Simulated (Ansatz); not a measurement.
Runs of Ansatz 0.2.0 on BN. It takes space group R3m (No. 160, trigonal). Conventional cell: a = 2.502 Å, b = 2.502 Å, c = 10.119 Å, α = 90.00°, β = 90.00°, γ = 120.00°. N (site symmetry 3m) has 3 B at 1.44 Å as nearest neighbours. B (site symmetry 3m) has 3 N at 1.44 Å as nearest neighbours. The cell is a database's computed one.

```tsv
level	gap on the mesh (eV)	pressure (GPa)	relaxed volume (Å³/atom)
RPBE+D3(BJ)	4.10	0.0	8.26
BLYP+D4	4.20	0.0	8.61
RPBE+D4	4.10	0.0	8.34
PBEsol+D4	4.07	0.0	8.72
BLYP+D3(BJ)	4.24	0.0	8.71
revPBE+D4	4.04	0.0	(b)
revPBE+D3(BJ)	4.15	0.0	(a)
PBEsol+D3(BJ)	4.04	0.0	8.63
```

Alike in all rows: task relaxation of cell and atoms; potentials or basis Ansatz PAW; no spin polarisation; cell relaxed; k mesh 12 × 12 × 12; cutoff (eV) 420; smearing fermi-dirac 0.05 eV.

Q: Fill in the values left out.

A: (a) 8.51; (b) 8.25.

Caveats: the plane-wave basis is chosen anew once the cell has moved, so the energies of steps on either side of that aren't comparable; the PAW data sets come from PBE, with cores solved anew for the run's functional, which leaves a small shift of forces and pressure.

A k mesh can miss the band edges.

Runs at the PBE level aren't shown here.
